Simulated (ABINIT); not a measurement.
# Pb (P6_3/mmc) in ABINIT: equation of state

Aim: energy against volume of Pb in PBEsol, for its equilibrium volume and stiffness.

Everything below comes from runs of ABINIT 10.8.3 (patched build). Logs are shortened: lines on timing, memory, paths and dates and some standing lists are left out, and cuts for length are marked. The log counts tension as positive stress, the text compression.

**1. The structure**

It takes space group P6_3/mmc (No. 194, hexagonal). The conventional cell has a = 3.480 Å, b = 3.480 Å, c = 5.590 Å, α = 90.00°, β = 90.00°, γ = 120.00°. Pb (site symmetry -6m2) is surrounded by 12 Pb at 3.44 to 3.48 Å.

This isn't the form of Pb at room conditions, which is fcc.

**2. Equation of state, PBEsol**

The input, run.abi:

```
ndtset 7
getwfk -1
scalecart1 3*0.9795861087
scalecart2 3*0.9864848297
scalecart3 3*0.9932883884
scalecart4 3*1.0000000000
scalecart5 3*1.0066227096
scalecart6 3*1.0131594038
scalecart7 3*1.0196128224

pp_dirpath "./"
pseudos "Pb.upf"

acell 3.48 3.48 5.59 Angstrom
rprim
     1.0000000000     0.0000000000     0.0000000000
    -0.5000000000     0.8660254038     0.0000000000
     0.0000000000     0.0000000000     1.0000000000
ntypat 1
znucl 82
natom 2
typat 1 1
xred
     0.6666666667     0.3333333333     0.7500000000
     0.3333333333     0.6666666667     0.2500000000

ecut 28.0

kptopt 1
ngkpt 9 9 5
nshiftk 1
shiftk 0.0 0.0 0.0

ixc -116133

nband 18
occopt 3
tsmear 0.00183747

nstep 100
tolvrs 1.0e-10

iomode 3
prtwf 1
prtden 0
prteig 0
prtebands 0
enunit 1
```

Potentials or basis: PseudoDojo NC SR PBEsol v0.4.1 standard.

The run is started by

```bash
$ abinit run.abi > log 2>&1
```

run.abo:

```text
.Version 10.8.3 of ABINIT
 DATASET    1 : space group P6_3/m m c (#194); Bravais hP (primitive hexag.)
================================================================================
 Values of the parameters that define the memory need for DATASET  1.
     intxc =       0    ionmov =       0      iscf =       7    lmnmax =       6
     lnmax =       6     mgfft =      50  mpssoang =       3    mqgrid =    3001
     natom =       2  nloc_mem =       1    nspden =       1   nspinor =       1
    nsppol =       1      nsym =      24    n1xccc =    2501    ntypat =       1
    occopt =       3   xclevel =       2
       mpw =        2665          nfft =       51200          nkpt =          36
================================================================================
================================================================================
[... 61 lines left out ...]
 DATASET    7 : space group P6_3/m m c (#194); Bravais hP (primitive hexag.)
================================================================================
 Values of the parameters that define the memory need for DATASET  7.
     intxc =       0    ionmov =       0      iscf =       7    lmnmax =       6
     lnmax =       6     mgfft =      54  mpssoang =       3    mqgrid =    3001
     natom =       2  nloc_mem =       1    nspden =       1   nspinor =       1
    nsppol =       1      nsym =      24    n1xccc =    2501    ntypat =       1
    occopt =       3   xclevel =       2
       mpw =        2982          nfft =       55296          nkpt =          36
================================================================================
================================================================================

--------------------------------------------------------------------------------
------------- Echo of variables that govern the present computation ------------
--------------------------------------------------------------------------------
 -outvars: echo values of preprocessed input variables --------
            acell      6.5762469182E+00  6.5762469182E+00  1.0563569044E+01 Bohr
              amu      2.07200000E+02
             ecut      2.80000000E+01 Hartree
           enunit           1
           getwfk          -1
              ixc     -116133
           jdtset        1    2    3    4    5    6    7
         kptrlatt        9    0    0      0    9    0      0    0    5
          kptrlen1     5.17396275E+01
          kptrlen2     5.21040030E+01
          kptrlen3     5.24633524E+01
          kptrlen4     5.28178452E+01
          kptrlen5     5.31676425E+01
          kptrlen6     5.35128966E+01
          kptrlen7     5.38537522E+01
            natom           2
            nband          18
           ndtset           7
            ngfft1         32      32      50
            ngfft2         32      32      50
            ngfft3         32      32      50
            ngfft4         32      32      54
            ngfft5         32      32      54
            ngfft6         32      32      54
            ngfft7         32      32      54
             nkpt          36
            nstep         100
             nsym          24
           ntypat           1
           occopt           3
           prtden           0
        prtebands           0
           prteig           0
            rprim1     9.7958610870E-01  0.0000000000E+00  0.0000000000E+00
                      -4.8979305435E-01  8.4834645534E-01  0.0000000000E+00
                       0.0000000000E+00  0.0000000000E+00  9.7958610870E-01
            rprim2     9.8648482970E-01  0.0000000000E+00  0.0000000000E+00
                      -4.9324241485E-01  8.5432092298E-01  0.0000000000E+00
                       0.0000000000E+00  0.0000000000E+00  9.8648482970E-01
            rprim3     9.9328838840E-01  0.0000000000E+00  0.0000000000E+00
                      -4.9664419420E-01  8.6021297765E-01  0.0000000000E+00
                       0.0000000000E+00  0.0000000000E+00  9.9328838840E-01
            rprim4     1.0000000000E+00  0.0000000000E+00  0.0000000000E+00
                      -5.0000000000E-01  8.6602540380E-01  0.0000000000E+00
                       0.0000000000E+00  0.0000000000E+00  1.0000000000E+00
            rprim5     1.0066227096E+00  0.0000000000E+00  0.0000000000E+00
                      -5.0331135480E-01  8.7176083856E-01  0.0000000000E+00
                       0.0000000000E+00  0.0000000000E+00  1.0066227096E+00
            rprim6     1.0131594038E+00  0.0000000000E+00  0.0000000000E+00
                      -5.0657970190E-01  8.7742178179E-01  0.0000000000E+00
                       0.0000000000E+00  0.0000000000E+00  1.0131594038E+00
            rprim7     1.0196128224E+00  0.0000000000E+00  0.0000000000E+00
                      -5.0980641120E-01  8.8301060624E-01  0.0000000000E+00
                       0.0000000000E+00  0.0000000000E+00  1.0196128224E+00
          spgroup         194
           tolvrs      1.00000000E-10
           tsmear      1.83747000E-03 Hartree
            typat      1  1
           xangst1     1.7044798291E+00  9.8408188820E-01  4.1069147607E+00
                      -2.7168178387E-16  1.9681637764E+00  1.3689715869E+00
           xangst2     1.7164836037E+00  9.9101227066E-01  4.1358376485E+00
                      -5.2988762077E-17  1.9820245413E+00  1.3786125495E+00
           xangst3     1.7283217958E+00  9.9784705408E-01  4.1643615684E+00
                       2.2278493211E-17  1.9956941082E+00  1.3881205228E+00
           xangst4     1.7400000000E+00  1.0045894684E+00  4.1925000000E+00
                       1.9253230604E-17  2.0091789368E+00  1.3975000000E+00
           xangst5     1.7515235147E+00  1.0112425727E+00  4.2202657100E+00
                       1.6268040623E-17  2.0224851454E+00  1.4067552367E+00
           xangst6     1.7628973626E+00  1.0178092669E+00  4.2476708004E+00
                       1.3321622130E-17  2.0356185338E+00  1.4158902668E+00
           xangst7     1.7741263110E+00  1.0242923032E+00  4.2747267579E+00
                      -6.7921222940E-17  2.0485846065E+00  1.4249089193E+00
            xcart1     3.2210000642E+00  1.8596452542E+00  7.7609441202E+00
                      -5.1340416491E-16  3.7192905083E+00  2.5869813734E+00
            xcart2     3.2436839106E+00  1.8727417790E+00  7.8156004569E+00
                      -1.0013424808E-16  3.7454835579E+00  2.6052001523E+00
            xcart3     3.2660548515E+00  1.8856576478E+00  7.8695028535E+00
                       4.2100250667E-17  3.7713152955E+00  2.6231676178E+00
            xcart4     3.2881234591E+00  1.8983989643E+00  7.9226767829E+00
                       3.6383332881E-17  3.7967979285E+00  2.6408922610E+00
            xcart5     3.3098997459E+00  1.9109715093E+00  7.9751463705E+00
                       3.0742141383E-17  3.8219430186E+00  2.6583821235E+00
            xcart6     3.3313932034E+00  1.9233807628E+00  8.0269344858E+00
                       2.5174217379E-17  3.8467615256E+00  2.6756448286E+00
            xcart7     3.3526128405E+00  1.9356319260E+00  8.0780628355E+00
                      -1.2835250949E-16  3.8712638520E+00  2.6926876118E+00
             xred      6.6666666667E-01  3.3333333333E-01  7.5000000000E-01
                       3.3333333333E-01  6.6666666667E-01  2.5000000000E-01
            znucl       82.00000

================================================================================

 chkinp: Checking input parameters for consistency, jdtset=   1.

 chkinp: Checking input parameters for consistency, jdtset=   2.

 chkinp: Checking input parameters for consistency, jdtset=   3.

 chkinp: Checking input parameters for consistency, jdtset=   4.
[... 18 lines left out ...]
 Real(R)+Recip(G) space primitive vectors, cartesian coordinates (Bohr,Bohr^-1):
 R(1)=  6.4420001  0.0000000  0.0000000  G(1)=  0.1552313  0.0896228  0.0000000
 R(2)= -3.2210001  5.5789358  0.0000000  G(2)=  0.0000000  0.1792457  0.0000000
 R(3)=  0.0000000  0.0000000 10.3479255  G(3)=  0.0000000  0.0000000  0.0966377
 Unit cell volume ucvol=  3.7189932E+02 bohr^3
 Angles (23,13,12)=  9.00000000E+01  9.00000000E+01  1.20000000E+02 degrees

 getcut: wavevector=  0.0000  0.0000  0.0000  ngfft=  32  32  50
         ecut(hartree)=     28.000   => boxcut(ratio)=   2.02849

--- Pseudopotential description ------------------------------------------------
- pspini: atom type   1  psp file is ./Pb.upf
12 -116133 2 -1 1678                          pspcod,pspxc,lmax,lloc,mmax
     nproj     2     2     2

   2.48229790E+03                                ecore*ucvol(ha*bohr**3)
--------------------------------------------------------------------------------

================================================================================

--- !BeginCycle
iteration_state: {dtset: 1, }
solver: {iscf: 7, nstep: 100, nline: 4, wfoptalg: 0, }
tolerances: {tolvrs: 1.00E-10, }
...

     iter   Etot(hartree)      deltaE(h)  residm     vres2
 ETOT  1  -140.36912886432    -1.404E+02 3.264E-01 9.943E-01
 ETOT  2  -140.53440681351    -1.653E-01 1.407E-03 1.018E+00
 ETOT  3  -140.53465703023    -2.502E-04 8.691E-04 9.229E-02
 ETOT  4  -140.53467532188    -1.829E-05 2.283E-03 1.237E-03
 ETOT  5  -140.53467549780    -1.759E-07 2.482E-03 4.829E-05
 ETOT  6  -140.53467550905    -1.125E-08 1.779E-03 2.351E-07
 ETOT  7  -140.53467550910    -5.187E-11 4.990E-04 1.021E-09
 ETOT  8  -140.53467550910    -3.297E-12 2.933E-04 9.469E-11
[... 963 lines left out ...]
 Cartesian components of stress tensor (hartree/bohr^3)
  sigma(1 1)=  7.60094090E-05  sigma(3 2)=  0.00000000E+00
  sigma(2 2)=  7.60094085E-05  sigma(3 1)=  0.00000000E+00
  sigma(3 3)= -6.76952913E-06  sigma(2 1)=  0.00000000E+00

-Cartesian components of stress tensor (GPa)         [Pressure= -1.4245E+00 GPa]
- sigma(1 1)=  2.23627402E+00  sigma(3 2)=  0.00000000E+00
- sigma(2 2)=  2.23627401E+00  sigma(3 1)=  0.00000000E+00
- sigma(3 3)= -1.99166423E-01  sigma(2 1)=  0.00000000E+00

== END DATASET(S) ==============================================================
================================================================================

 -outvars: echo values of variables after computation  --------
            acell      6.5762469182E+00  6.5762469182E+00  1.0563569044E+01 Bohr
           etotal1    -1.4053467551E+02
           etotal2    -1.4053578117E+02
           etotal3    -1.4053653454E+02
           etotal4    -1.4053697732E+02
           etotal5    -1.4053714695E+02
           etotal6    -1.4053707606E+02
           etotal7    -1.4053679237E+02
            fcart1    -8.3596559127E-29 -4.8264495914E-29 -0.0000000000E+00
                       8.3596559127E-29  4.8264495914E-29 -0.0000000000E+00
            fcart2    -4.1505974340E-29 -7.1890456373E-29 -0.0000000000E+00
                       4.1505974340E-29  7.1890456373E-29 -0.0000000000E+00
            fcart3    -4.1221677920E-29  2.3799346843E-29  5.0121393937E-32
                       4.1221677920E-29 -2.3799346843E-29 -5.0121393937E-32
            fcart4     4.0945014028E-29 -2.3639614871E-29 -1.9913999443E-31
                      -4.0945014028E-29  2.3639614871E-29  1.9913999443E-31
            fcart5     6.1013446703E-29  3.5226129877E-29 -0.0000000000E+00
                      -6.1013446703E-29 -3.5226129877E-29 -0.0000000000E+00
            fcart6    -0.0000000000E+00 -4.6665144264E-29 -0.0000000000E+00
                      -0.0000000000E+00  4.6665144264E-29 -0.0000000000E+00
            fcart7    -2.0078706902E-29 -1.1592446834E-29 -0.0000000000E+00
                       2.0078706902E-29  1.1592446834E-29 -0.0000000000E+00
            rprim1     9.7958610870E-01  0.0000000000E+00  0.0000000000E+00
[... 30 lines left out ...]
           strten6     5.5410188639E-05  5.5410188110E-05 -4.1516094835E-05
                       0.0000000000E+00  0.0000000000E+00  0.0000000000E+00
           strten7     7.6009409043E-05  7.6009408533E-05 -6.7695291301E-06
                       0.0000000000E+00  0.0000000000E+00  0.0000000000E+00
           xangst1     1.7044798291E+00  9.8408188820E-01  4.1069147607E+00
                      -2.7168178387E-16  1.9681637764E+00  1.3689715869E+00
           xangst2     1.7164836037E+00  9.9101227066E-01  4.1358376485E+00
                      -5.2988762077E-17  1.9820245413E+00  1.3786125495E+00
           xangst3     1.7283217958E+00  9.9784705408E-01  4.1643615684E+00
                       2.2278493211E-17  1.9956941082E+00  1.3881205228E+00
           xangst4     1.7400000000E+00  1.0045894684E+00  4.1925000000E+00
                       1.9253230604E-17  2.0091789368E+00  1.3975000000E+00
           xangst5     1.7515235147E+00  1.0112425727E+00  4.2202657100E+00
                       1.6268040623E-17  2.0224851454E+00  1.4067552367E+00
           xangst6     1.7628973626E+00  1.0178092669E+00  4.2476708004E+00
                       1.3321622130E-17  2.0356185338E+00  1.4158902668E+00
           xangst7     1.7741263110E+00  1.0242923032E+00  4.2747267579E+00
                      -6.7921222940E-17  2.0485846065E+00  1.4249089193E+00
             xred      6.6666666667E-01  3.3333333333E-01  7.5000000000E-01
                       3.3333333333E-01  6.6666666667E-01  2.5000000000E-01
 Calculation completed.
```

It took 4.2 min on 1 thread of Arm Neoverse V1, shared host; peak memory 0.13 GiB.

Results:

| Property | Result |
| --- | --- |
| Equilibrium volume | 30.01 Å³/atom |
| Bulk modulus at fixed shape and positions | 45 GPa |
| Pressure derivative of the bulk modulus | 5.5 |

Energy against volume, from the lowest point:
```csv
volume (Å³/atom),energy (meV/atom)
27.555,33.63
28.141,18.58
28.727,8.33
29.314,2.31
29.900,0.00
30.486,0.96
31.073,4.82
```

Caveat: pressures at fixed basis lie under the slope of the energies; the cell was scaled at fixed shape and fractional positions, which overstates the stiffness of a crystal with free parameters, most of all of layers and chains. Spin-orbit coupling is left out, which matters for the levels of Pb.
